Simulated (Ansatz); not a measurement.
Input and output of a one-shot G0W0 calculation on BaO (started from an entry of an open crystallographic database) (the PAW code Ansatz, G0W0@PBE with 127 empty bands, a screening cutoff of 120 eV and a 4×4×4 mesh). The geometry is the r2SCAN minimum.

The input:
```yaml
crystal:
  lattice:
    - [0.0, 2.7719428467, 2.7719428467]
    - [2.7719428467, 0.0, 2.7719428467]
    - [2.7719428467, 2.7719428467, 0.0]
  atoms:
    - { symbol: Ba, position: [0.0, 0.0, 0.0] }
    - { symbol: O, position: [0.5, 0.5, 0.5] }
kpoints:
  mp_grid: { grid: [4, 4, 4] }
hamiltonian:
  xc: pbe
scf:
  occupations: { method: fixed }
gw:
  n_empty_bands: 127
  ecut_chi: 120
  qp_bands: [v2, c2]
  qp_kpoints: band_edges
  screening: { model: contour_deformation }
```

Run as `ansatz run input.yaml --threads 2 --pin off --max-ram 2211MiB --backend cpu --events-out ev --progress --plain --runs-dir out`. Wall time 5.7 s on 2 threads of Arm Neoverse V2, on a shared host, load about 0.1 per core; peak host memory 0.31 GiB.

Output, abridged:
```
Functional definition: PBE
Crystal: 2 atoms, lattice volume = 42.597 Å³
Basis set: ecut = 420 eV, 869 PW (Γ)
Bands: 12, of which v1, the nominal top of the filled ones, is band 8 counted from 1 (7 counted from 0)
Symmetry: 48 space group operations
Space group: Fm-3m (ITA 225)
k-points: 8 of 64
SCF 1 converged in 7 iterations: F = -6519.541423 eV  dr2 = 2.21e-9
Free energy (F): -6519.541423 eV
Fermi energy:    8.556345 eV
--- Band table (eV; the first three rows and the last of 8) ---
  k-point 0: bands = […, -1.7868, -1.7868, -1.7868, 8.1125, 8.1125, 8.1125, 12.1385, 13.2982, 13.2982, 13.2982]
  k-point 1: bands = […, -1.9125, -1.8473, -1.8473, 7.2279, 7.5552, 7.5552, 12.9419, 14.2756, 14.2756, 14.3186]
  k-point 2: bands = […, -2.0231, -1.9056, -1.9056, 6.5897, 7.0943, 7.0943, 13.5136, 15.7507, 15.7507, 15.9296]
  k-point 7: bands = […, -2.8410, -2.8410, -1.8627, 7.2155, 8.3414, 8.3414, 13.0870, 13.0870, 15.4305, 17.8433]
--- G₀W₀: contour deformation, 6 samples at zero and on the imaginary axis and 2 off it, 64 q-points, 127 empty bands' worth ---
    ik  band        ε_KS         Σx   Σc(E_QP)       V_xc       Z   E_QP_lin       E_QP  E_QP is
     0     7      8.1125   -24.3570     4.4815   -19.2398  0.7235     7.4678     7.4768  root
     0     8      8.1125   -24.3570     4.4815   -19.2398  0.7235     7.4678     7.4768  root
     0     9     12.1385    -6.5163    -3.8819   -10.8462  0.8224    12.5892    12.5865  root
     0    10     13.2982    -6.1884    -4.3118   -11.1986  0.8084    14.0018    13.9964  root
     3     7      8.1487   -24.2851     4.4015   -19.2335  0.7263     7.4893     7.4986  root
     3     8      8.1487   -24.2851     4.4015   -19.2335  0.7263     7.4893     7.4986  root
     3     9     11.5507    -5.4305    -4.0458    -9.9917  0.8208    12.0700    12.0661  root
     3    10     13.8006    -6.9489    -4.1537   -11.6935  0.8094    14.3962    14.3915  root
     5     7      7.2106   -23.1241     4.6164   -17.7648  0.7121     6.4518     6.4677  root
     5     8      8.1469   -23.9569     4.2475   -19.0294  0.7309     7.4569     7.4669  root
     5     9     13.1981    -6.9719    -4.2045   -11.9002  0.7969    13.9303    13.9219  root
     5    10     14.2726    -8.3860    -4.2165   -13.3801  0.7825    15.0698    15.0503  root
     6     7      8.3389   -24.6662     4.3619   -19.6787  0.7283     7.7051     7.7133  root
     6     8      8.5563   -24.9185     4.2201   -20.0626  0.7345     7.9125     7.9206  root
     6     9     10.6020    -5.2782    -3.8614    -9.5575  0.8252    11.0222    11.0199  root
     6    10     14.5632    -8.3027    -4.2618   -13.4288  0.8086    15.4402    15.4274  root
     7     7      8.3414   -24.3589     4.2112   -19.4874  0.7333     7.6720     7.6811  root
     7     8      8.3414   -24.3589     4.2112   -19.4874  0.7333     7.6720     7.6811  root
     7     9     13.0870    -6.6885    -4.2222   -11.6084  0.8017    13.7935    13.7847  root
     7    10     13.0870    -6.6885    -4.2222   -11.6084  0.8017    13.7935    13.7847  root
```

The rows of the band table are 0: (0, 0, 0) = Γ, 1: (0, 0, 1/4), 2: (0, 0, -1/2) = L, 7: (1/4, -1/2, -1/4) = W.

The points are ik 0 = (0, 0, 0) (Γ), ik 3 = (0, 1/4, 1/4), ik 5 = (0, 1/4, -1/4), ik 6 = (0, -1/2, -1/2) (X), ik 7 = (1/4, -1/2, -1/4) (W); band 8 is the last filled one.

Over the mesh points the PBE gap of 2.05 eV becomes a quasiparticle gap of 3.10 eV (direct at X), a change of +1.05 eV. Renormalisation factors Z lie between 0.71 and 0.83. G0W0 here is at a finite number of bands, screening cutoff and k mesh, not at the basis limit.

No spin polarisation and no zero-point or thermal motion.

Spin-orbit coupling is left out.
